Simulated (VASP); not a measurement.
A run of VASP 6.6.1:

File INCAR:

```
SYSTEM = SnSe
ALGO = Normal
EDIFF = 1E-7
EDIFFG = -0.005
ENCUT = 600
GGA = PE
IBRION = 2
ISIF = 3
ISMEAR = 0
IVDW = 12
LASPH = .True.
LCHARG = .False.
LREAL = .False.
LWAVE = .False.
NELM = 80
NSW = 90
PREC = Accurate
SIGMA = 0.1
```

Contents of KPOINTS:

```
k-points
0
Gamma
  10 10 10
  0 0 0
```

Contents of POSCAR:

```
SnSe
1.0
    0.0000000000      3.0104337100      3.0104337100
    3.0104337100      0.0000000000      3.0104337100
    3.0104337100      3.0104337100      0.0000000000
Sn Se
1 1
Direct
    0.0000000000      0.0000000000      0.0000000000
    0.5000000000      0.5000000000      0.5000000000
```

Potentials or basis: VASP PAW PBE potentials, release 64 (Sn_d, Se).

Command:

```bash
$ cat potpaw_PBE.64/Sn_d/POTCAR potpaw_PBE.64/Se/POTCAR > POTCAR
$ mpirun -np 1 vasp_std > vasp.out
```

Hardware: 1 thread of Intel(R) Xeon(R) 6975P-C (Granite Rapids), with other jobs on the host.

Estimate the wall time of this run.

It took 37 s on 1 thread of Intel(R) Xeon(R) 6975P-C (Granite Rapids), with other jobs on the host, peak memory 0.25 GiB. Counts: scf iterations 30, k points 47, ion steps 3.
